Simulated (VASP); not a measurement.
# MgI2 (P-3m1) in VASP: notebook

One crystal, MgI2, is run at these levels: PBEsol; tasks: single point.

Everything below comes from runs of VASP 6.6.1. Logs are shortened: lines on timing, memory, paths and dates and some standing lists are left out, and cuts for length are marked.

### 1 The structure

It takes space group P-3m1 (No. 164, trigonal). Conventional cell: a = 4.140 Å, b = 4.140 Å, c = 6.880 Å, α = 90.00°, β = 90.00°, γ = 120.00°. I (site symmetry 3m) is surrounded by 3 Mg at 2.94 Å. Mg (site symmetry -3m) has 6 I at 2.94 Å as nearest neighbours.

### 2 Single point, PBEsol

The input, INCAR:

```
SYSTEM = MgI2
PREC = Accurate
ENCUT = 550
EDIFF = 1E-6
ISMEAR = 0
SIGMA = 0.05
LREAL = .FALSE.
LASPH = .TRUE.
NELM = 100
ALGO = Normal
ISIF = 2
LWAVE = .FALSE.
LCHARG = .FALSE.
GGA = PS
NBANDS = 15
ADDGRID = .FALSE.
```

The input, KPOINTS:

```
regular mesh
0
G
  2 2 1
  0 0 0
```

The input, POSCAR:

```
MgI2
1.0
    4.1400000000      0.0000000000      0.0000000000
   -2.0700000000      3.5853451717      0.0000000000
    0.0000000000      0.0000000000      6.8800000000
I Mg
2 1
Direct
    0.6666666667      0.3333333333      0.7500000000
    0.3333333333      0.6666666667      0.2500000000
    0.0000000000      0.0000000000      0.0000000000
```

Potentials or basis: VASP PAW PBE potentials, release 64 (I, Mg).

On the command line:

```console
> cat potpaw_PBE.64/I/POTCAR potpaw_PBE.64/Mg/POTCAR > POTCAR
> mpirun -np 1 vasp_std > vasp.out
```

OUTCAR:

```text
SYSTEM = MgI2
   PREC = Accurate
   ENCUT = 550
   EDIFF = 1E-6
   ISMEAR = 0
   LREAL = .FALSE.
   LASPH = .TRUE.
   NELM = 100
   ISIF = 2
   GGA = PS

 Found      2 irreducible k-points:

 Following reciprocal coordinates:
            Coordinates               Weight
  0.000000  0.000000  0.000000      1.000000
  0.500000 -0.000000  0.000000      3.000000
   k-points           NKPTS =      2   k-points in BZ     NKDIM =      2   number of bands    NBANDS=     15
   number of dos      NEDOS =    301   number of ions     NIONS =      3
   total plane-waves  NPLWV =  55296
   dimension x,y,z NGX =    32 NGY =   32 NGZ =   54
   dimension x,y,z NGXF=    64 NGYF=   64 NGZF=  108
   ions per type =               2   1
   NGX,Y,Z   is equivalent  to a cutoff of  12.85, 12.85, 13.05 a.u.
   NGXF,Y,Z  is equivalent  to a cutoff of  25.70, 25.70, 26.10 a.u.
 SYSTEM =  MgI2
   PREC   = accura    normal or accurate (medium, high low for compatibility)
   ISTART =      0    job   : 0-new  1-cont  2-samecut
   ICHARG =      2    charge: 1-file 2-atom 10-const
   ISPIN  =      1    spin polarized calculation?
   LNONCOLLINEAR =      F non collinear calculations
   LSORBIT =      F    spin-orbit coupling
   LASPH  =      T    aspherical Exc in radial PAW
   ENCUT  =  550.0 eV  40.42 Ry    6.36 a.u.   7.92  7.92 13.16*2*pi/ulx,y,z
   NELM   =    100;   NELMIN=  2; NELMDL= -5     # of ELM steps
   EDIFF  = 0.1E-05   stopping-criterion for ELM
   LREAL  =      F    real-space projection
   EDIFFG = 0.1E-04   stopping-criterion for IOM
   NSW    =      0    number of steps for IOM
   IBRION =     -1    ionic relax: 0-MD 1-quasi-New 2-CG
   NFREE  =      0    steps in history (QN), initial steepest desc. (CG)
   ISIF   =      2    stress and relaxation
   ISYM   =      2    0-nonsym 1-usesym 2-fastsym
   POTIM  = 0.5000    time-step for ionic-motion
   TEBEG  =    0.0;   TEEND  =   0.0 temperature during run
   PSTRESS=    0.0 pullay stress
   NELECT =      16.0000    total number of electrons
   NUPDOWN=      -1.0000    fix difference up-down
   EMIN   =  10.00;   EMAX   =-10.00  energy-range for DOS
   EFERMI =   0.00;   METHOD = LEGACY
   ISMEAR =     0;   SIGMA  =   0.05  broadening in eV -4-tet -1-fermi 0-gaus
   EFERMI_NEDOS =   21; number of points for ismear=-14 and -15
   IALGO  =     38    algorithm
   IMIX   =      4    mixing-type and parameters
     AMIX     =   0.40;   BMIX     =  1.00
     AMIX_MAG =   1.60;   BMIX_MAG =  1.00
  volume/ion in A,a.u.               =      34.04       229.72
  Fermi-wavevector in a.u.,A,eV,Ry     =   0.882555  1.667786 10.597613  0.778903
  Thomas-Fermi vector in A             =   2.003202
   LORBIT       =      0    0 simple, 1 ext, 2 COOP (PROOUT), +10 PAW based schemes
   GGA     = PS    functional components
   LHFCALC =     F    Hartree Fock is set to
   AEXX    =    0.0000 exact exchange contribution
   IVDW    =     0    specifies the selected vdW correction
   LEPSILON=     F    determine dielectric tensor
   LRPA    =     F    only Hartree local field effects (RPA)
 non-spin polarized calculation
 Gauss-broadening in eV      SIGMA  =   0.05
  energy-cutoff  :      550.00
  volume of cell :      102.12
 maximum number of plane-waves:      3006
 NGX is ok and might be reduce to    32
   NGX = 15   NGY = 15   NGZ = 27

 number of electron      16.0000002 magnetization

 Free energy of the ion-electron system (eV)
  ---------------------------------------------------
  ext. energy  EPLUGINS =         0.00000000
  ---------------------------------------------------
  free energy    TOTEN  =        -7.52849155 eV

  energy without entropy =       -7.52849155  energy(sigma->0) =       -7.52849155

 E-fermi :   2.6461     XC(G=0):  -8.3689

 val. band max:        2.3657255317   @ k =   0.0000   0.0000   0.0000
 cond. band min:       5.8226792887   @ k =   0.0000   0.0000   0.0000
 fundamental gap:      3.4569537570
 Fermi energy:         2.6460544560

 k-point     1 :       0.0000    0.0000    0.0000
  band No.  band energies     occupation
      1      -9.6871      2.00000
      2      -8.9920      2.00000
      3      -1.3010      2.00000
      4       1.9936      2.00000
      5       1.9936      2.00000
      6       2.3496      2.00000
      7       2.3657      2.00000
      8       2.3657      2.00000
      9       5.8227      0.00000
     10       7.0433      0.00000
     11       9.0180      0.00000
     12       9.0180      0.00000
     13       9.6325      0.00000
     14      10.4728      0.00000
     15      10.4728      0.00000

 k-point     2 :       0.5000   -0.0000    0.0000
  band No.  band energies     occupation
      1      -8.9604      2.00000
      2      -8.7533      2.00000
      3      -1.2363      2.00000
      4      -0.4485      2.00000
      5       0.3915      2.00000
      6       1.0430      2.00000
      7       1.3803      2.00000
      8       1.9530      2.00000
      9       5.8863      0.00000
     10       7.4815      0.00000
     11       7.6013      0.00000
     12       9.0903      0.00000
     13      10.0113      0.00000
     14      11.5480      0.00000
     15      12.0941      0.00000

------------------------ aborting loop because EDIFF is reached ----------------------------------------

  FORCE on cell =-STRESS in cart. coord.  units (eV):
  Direction    XX          YY          ZZ          XY          YZ          ZX
  --------------------------------------------------------------------------------------
  -------------------------------------------------------------------------------------
  Total        2.5672125      2.5672125     -2.0884140      0.0000000     -0.0000000      0.0000000
  in kB       40.2765863     40.2765863    -32.7647936      0.0000000     -0.0000000      0.0000000
  external PRESSURE =      15.9294597 kB  Pullay stress =       0.0000000 kB

 VOLUME and BASIS-vectors are now :
 -----------------------------------------------------------------------------
  energy-cutoff  :      550.00
  volume of cell :      102.12
      direct lattice vectors                 reciprocal lattice vectors
     4.140000000  0.000000000  0.000000000     0.241545894  0.139456587  0.000000000
    -2.070000000  3.585345172  0.000000000     0.000000000  0.278913174  0.000000000
     0.000000000  0.000000000  6.880000000     0.000000000  0.000000000  0.145348837

 POSITION                                       TOTAL-FORCE (eV/Angst)
 -----------------------------------------------------------------------------------
      2.07000      1.19512      5.16000         0.000000      0.000000      0.246654
     -0.00000      2.39023      1.72000        -0.000000      0.000000     -0.246654
      0.00000      0.00000      0.00000        -0.000000      0.000000     -0.000000
 -----------------------------------------------------------------------------------
    total drift:                                0.000000     -0.000000      0.000000

  FREE ENERGIE OF THE ION-ELECTRON SYSTEM (eV)
  ---------------------------------------------------
  free  energy   TOTEN  =        -7.5284915542 eV

  energy  without entropy=       -7.5284915542  energy(sigma->0) =       -7.52849155
```

OSZICAR:

```text
N       E                     dE             d eps       ncg     rms          rms(c)
DAV:   1     0.802253813051E+02    0.80225E+02   -0.60162E+03    60   0.888E+02
DAV:   2    -0.166389461521E+01   -0.81889E+02   -0.71666E+02    75   0.131E+02
DAV:   3    -0.766544683949E+01   -0.60016E+01   -0.59796E+01    88   0.425E+01
DAV:   4    -0.777305386967E+01   -0.10761E+00   -0.10760E+00    82   0.669E+00
DAV:   5    -0.777398804451E+01   -0.93417E-03   -0.93417E-03    81   0.572E-01    0.334E+00
DAV:   6    -0.757109269317E+01    0.20290E+00   -0.17870E-01    60   0.209E+00    0.233E+00
DAV:   7    -0.752934153356E+01    0.41751E-01   -0.13922E-01    60   0.177E+00    0.982E-01
DAV:   8    -0.752837937710E+01    0.96216E-03   -0.74470E-03    67   0.514E-01    0.253E-01
DAV:   9    -0.752847897709E+01   -0.99600E-04   -0.83927E-04    81   0.177E-01    0.426E-02
DAV:  10    -0.752848287907E+01   -0.39020E-05   -0.31404E-05    67   0.327E-02    0.329E-02
DAV:  11    -0.752849143187E+01   -0.85528E-05   -0.10650E-05    67   0.200E-02    0.110E-02
DAV:  12    -0.752849155420E+01   -0.12234E-06   -0.87632E-07    58   0.619E-03
   1 F= -.75284916E+01 E0= -.75284916E+01  d E =-.318456E-15
```

It took 5.5 s on 1 thread of Intel Xeon Platinum 8488C (Sapphire Rapids), shared host; peak memory 0.21 GiB.

These settings aren't checked as converged: the numbers below hold their error.

Results:

* Free energy: -7.5285 eV
* Pressure: 1.6 GPa
* Largest force: 0.247 eV/Å
* Band gap on the k mesh: 3.46 eV, direct

Caveat: the k mesh is coarse (spacing up to 0.91 Å⁻¹), so the values aren't converged; the PAW data sets were made with another functional, which shifts forces and pressure a little; spin-orbit coupling is left out, which moves the levels of the heavy elements; an odd mesh through Γ misses points on the zone boundary, where band edges often lie; the cell's inner coordinates are idealised or old, which leaves forces on the atoms; this functional lacks dispersion, which binds the layers, so the pressure and a relaxed spacing across them are unreliable.

### 3 Single point, PBEsol

Changes to INCAR since step 2:

```diff
@@ -2,3 +2,3 @@
 PREC = Accurate
-ENCUT = 550
+ENCUT = 700
 EDIFF = 1E-6
```

KPOINTS is that of step 2.

POSCAR is that of step 2.

Potentials or basis: VASP PAW PBE potentials, release 64 (I, Mg).

On the command line:

```console
> cat potpaw_PBE.64/I/POTCAR potpaw_PBE.64/Mg/POTCAR > POTCAR
> mpirun -np 1 vasp_std > vasp.out
```

Run time: 7.1 s. Hardware: 1 thread of Intel Xeon Platinum 8488C (Sapphire Rapids), shared host; peak memory 0.26 GiB.

The run converged, but some of its settings lie outside the range that counts as converged, so its numbers aren't taken as properties of the crystal.

What came out:

```
Free energy            : -7.5287 eV
Pressure               : 1.6 GPa
Largest force          : 0.247 eV/Å
Band gap on the k mesh : 3.46 eV, direct
```

Caveat: the k mesh is coarse (spacing up to 0.91 Å⁻¹), so the values aren't converged; the PAW data sets were made with another functional, which shifts forces and pressure a little; spin-orbit coupling is left out, which moves the levels of the heavy elements; an odd mesh through Γ misses points on the zone boundary, where band edges often lie; the cell's inner coordinates are idealised or old, which leaves forces on the atoms; this functional lacks dispersion, which binds the layers, so the pressure and a relaxed spacing across them are unreliable.

(Part 1 of 3 ends here.)
